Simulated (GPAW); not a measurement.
A run of GPAW 26.7.0 is set up as follows.

The input run.py:

```python
import numpy as np
from ase.dft.bandgap import bandgap
from ase.dft.stm import STM
from ase.io import read, write
from gpaw import GPAW, PW

atoms = read('POSCAR')
atoms.pbc = (True, True, False)

calc = GPAW(mode=PW(450),
            xc='PBE',
            kpts={'size': (10, 10, 1), 'gamma': True},
            occupations={'name': 'fermi-dirac', 'width': 0.05},
            nbands=54,
            convergence={'density': 1e-05, 'energy': 1e-05, 'bands': 'CBM+2.0'},
            maxiter=150,
            poissonsolver={'dipolelayer': 'xy'},
            symmetry={'point_group': False},
            txt='gpaw.txt')
atoms.calc = calc
energy = atoms.get_potential_energy()
forces = atoms.get_forces()
calc.write('gs.gpw')
write('result.traj', atoms)
print(f'Energy: {energy:.6f} eV')
print('Forces (eV/A):')
print(forces.round(4))
print('Fermi level:', round(calc.get_fermi_level(), 4), 'eV')
print(f'Gap: {bandgap(calc)[0]:.4f} eV, direct: {bandgap(calc, direct=True)[0]:.4f} eV')

v = calc.get_electrostatic_potential().mean(axis=(0, 1))
z = np.arange(len(v)) * atoms.cell[2, 2] / len(v)
ef = calc.get_fermi_level()
np.savetxt('planar.dat', np.c_[z, v], fmt='%.4f')
below, above = np.interp([1.5, atoms.cell[2, 2] - 1.5], z, v) - ef
print(f'Work functions: bottom {below:.4f} eV, top {above:.4f} eV')
print('Dipole moment:', *calc.get_dipole_moment().round(5), 'e A')

atoms.calc = calc
stm = STM(atoms)
bias, ztip = 1.5, atoms.positions[:, 2].max() + 4.0
current = stm.get_averaged_current(bias, ztip)
x, y, height = stm.scan(bias, current)
np.savetxt('stm_height.dat', height - atoms.positions[:, 2].max(), fmt='%.3f')
x, y, image = stm.scan2(bias, ztip)
np.savetxt('stm_current.dat', image / image.mean(), fmt='%.3f')
print(f'Corrugation at constant current: {np.ptp(height):.4f} A')
```

The input POSCAR:

```
Hf
1.0
    3.1395541085      0.0000000000      0.0000000000
   -1.5697770542      2.7189336145      0.0000000000
    0.0000000000      0.0000000000     25.2537407808
Hf
5
Direct
    0.6666666667      0.3333333333      0.2969857046
    0.3333333333      0.6666666667      0.3984928523
    0.0000000000      0.0000000000      0.5000000000
    0.6666666667      0.3333333333      0.6015071477
    0.3333333333      0.6666666667      0.7030142954
```

Potentials or basis: GPAW PAW data sets (gpaw-data 1.2.1), pw.

The run is started by

```bash
$ OMP_NUM_THREADS=1 python run.py
```

Q: Predict the dipole across the slab.

A: 0.00 e·Å.

Q: What does it give for the work function of the upper face?

A: 4.45 eV.

Q: Estimate the largest force.

A: 0.684 eV/Å.

Forces in eV/Å, atoms in the order of the input:
```
Hf   0.000  0.000  0.431
Hf   0.000  0.000 -0.684
Hf   0.000  0.000  0.000
Hf   0.000  0.000  0.684
Hf   0.000  0.000 -0.431
```

Spin-orbit coupling is left out, which matters for the levels of Hf.
